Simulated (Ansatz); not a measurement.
# NbN: the cost of one run

Computed with Ansatz 0.2.0 (DFT PBE, scalar-relativistic, plane waves, PAW, unless a step's input says otherwise).

2 further runs of the same task are left out: 2 set aside as unsound or not needed.

## (1) The system as given

Symmetry: Fm-3m, No. 225, cubic system. The conventional cell has a = 4.422 Å, b = 4.422 Å, c = 4.422 Å, α = 90.00°, β = 90.00°, γ = 90.00°. Around Nb (site symmetry m-3m) lie 6 N at 2.21 Å. N (site symmetry m-3m) has 6 Nb at 2.21 Å as nearest neighbours.

Coordinates:

```
Nb N
1.0
     0.00000    2.21077    2.21077
     2.21077    0.00000    2.21077
     2.21077    2.21077    0.00000
Nb N
1 1
Cartesian
  2.2108 2.2108 2.2108
  0.0000 0.0000 0.0000
```

This cell was relaxed beforehand with the same method: volume 10.81 Å³/atom, gap on the mesh none (metal).

## (2) The bulk in the cell of the plane

Input file input.yaml:

```yaml
crystal:
  lattice:
    - [3.1265030847, 0.0, 0.0]
    - [-1.5632515424, 2.7076310964, 0.0]
    - [1.5632515424, 0.9025436988, 2.5527790789]
  atoms:
    - { symbol: Nb, position: [0.0, 0.5, 0.5] }
    - { symbol: "N", position: [0.0, 0.0, 0.0] }
basis:
  ecutwfc: 420
kpoints:
  mp_grid: { grid: [12, 12, 13] }
hamiltonian:
  xc: pbe
scf:
  occupations: { method: gaussian, width: 0.1 }
output:
  forces: true
  stress: true
  eigenvalues: true
```

Run with:

```sh
ansatz run input.yaml --threads 1 --pin off --max-ram 2560MiB --backend cpu --events-out ev --progress --plain --runs-dir out
```

**Question.** How long does this run take on 1 thread of Intel Xeon Platinum 8375C at 2.90GHz (Ice Lake), shared host, and how much memory does it need?

About 11 s, with a peak of 0.49 GiB.
